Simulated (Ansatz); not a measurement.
# Te: the cost of one run

Method: DFT PBE+D3(BJ), scalar-relativistic, plane waves, PAW, in Ansatz 0.2.0.

## 1. The starting structure

Symmetry: P3_221, No. 154, trigonal system. Conventional cell: a = 4.447 Å, b = 4.447 Å, c = 5.915 Å, α = 90.00°, β = 90.00°, γ = 120.00°. Te (site symmetry 2) is surrounded by 2 Te at 2.86 Å.

As a file:

```cif
data_structure
_symmetry_space_group_name_H-M 'P3_221'
_symmetry_Int_Tables_number 154
_cell_length_a 4.4469
_cell_length_b 4.4469
_cell_length_c 5.9149
_cell_angle_alpha 90.000
_cell_angle_beta 90.000
_cell_angle_gamma 120.000
_cell_volume 101.30
loop_
_atom_site_label
_atom_site_type_symbol
_atom_site_symmetry_multiplicity
_atom_site_Wyckoff_symbol
_atom_site_fract_x
_atom_site_fract_y
_atom_site_fract_z
_atom_site_occupancy
Te1 Te 3 b 0.26900 0.00000 0.16667 1
```

The structure comes from the Crystallography Open Database.

(A quick probe on a coarse mesh, which set the mesh and smearing, is not shown.)

## 3. The relaxation

input.yaml

```yaml
crystal:
  lattice:
    - [4.4469268669, 0.0, 0.0]
    - [-2.2234634334, 3.8511516355, 0.0]
    - [0.0, 0.0, 5.91492]
  atoms:
    - { symbol: Te, position: [0.269, 0.0, 0.1666666667] }
    - { symbol: Te, position: [0.0, 0.269, 0.8333333333] }
    - { symbol: Te, position: [0.731, 0.731, 0.5] }
basis:
  ecutwfc: 420
kpoints:
  mp_grid: { grid: [12, 12, 6] }
hamiltonian:
  xc: pbe
  dispersion: d3bj
scf:
  occupations: { method: gaussian, width: 0.01 }
output:
  forces: true
  stress: true
  eigenvalues: true
  write_density: true
  write_potential: true
  elf: true
  volumetric_format: npy
relax:
  adjacent_minimum: "off"
  f_tol: 0.005
  max_steps: 80
  cell: { stress_tol: 0.05 }
```

Command:

```
ansatz run input.yaml --threads 4 --pin off --max-ram 2560MiB --backend cpu --events-out ev --progress --plain --runs-dir out
```

**Question.** How long does this run take on 4 threads of Intel Xeon at 2.30GHz, shared host, and how much memory does it need?

About 24 s, with a peak of 0.62 GiB.
